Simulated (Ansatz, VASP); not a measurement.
## Si3Mo in VASP and in Ansatz

```
Si Mo
1.0
     4.63540    0.00000    0.00000
     2.05475    4.21059    0.00000
     0.50442    0.15327    5.84123
Si Mo
6 2
Direct
  0.43653 0.73912 0.12597
  0.24033 0.93760 0.62999
  0.24798 0.29081 0.28890
  0.79002 0.75779 0.78607
  0.86364 0.83508 0.34149
  0.33620 0.35631 0.84413
  0.68807 0.40813 0.48435
  0.89722 0.17517 0.99911
```

Change from the starting cell: the structure that the rattled cell fell into.

Alike in both runs: task single point; functional PBE; k mesh 4 × 4 × 4; occupations gaussian, width 0.1 eV; no spin polarisation.

|  | VASP | Ansatz |
| --- | --- | --- |
| version | VASP 6.6.1 | Ansatz 0.2.0 |
| potentials or method | VASP PAW PBE potentials, release 64 (Si, Mo_sv) | scalar-relativistic, plane waves, PAW |
| plane-wave cutoff (eV) | 520 | 420 |
| valence electrons in the cell | 52 | 52 |

Ansatz gave:

```
gap on the k mesh at the Fermi level (eV)       : none
pressure (GPa)                                  : 0.9
largest component of the traceless stress (GPa) : 2.38
rms of the force components (eV/Å)              : 0.404
```

**Question.** What did VASP give for the same quantities?

**Answer.** gap on the k mesh at the Fermi level (eV): none; pressure (GPa): 1.0; largest component of the traceless stress (GPa): 2.38; rms of the force components (eV/Å): 0.403.

Atom by atom the forces differ by 0.003 eV/Å (rms over components). A gap of «none» marks a metal or a gap that the smearing closes. With one functional, cell and mesh, what is left measures potentials, basis and numerics.

Caveats: the k mesh is coarse (spacing up to 0.38 Å⁻¹), so the values aren't converged; forces of over 1 eV/Å show positions far from the minimum, so gaps and moduli don't describe the material at rest.
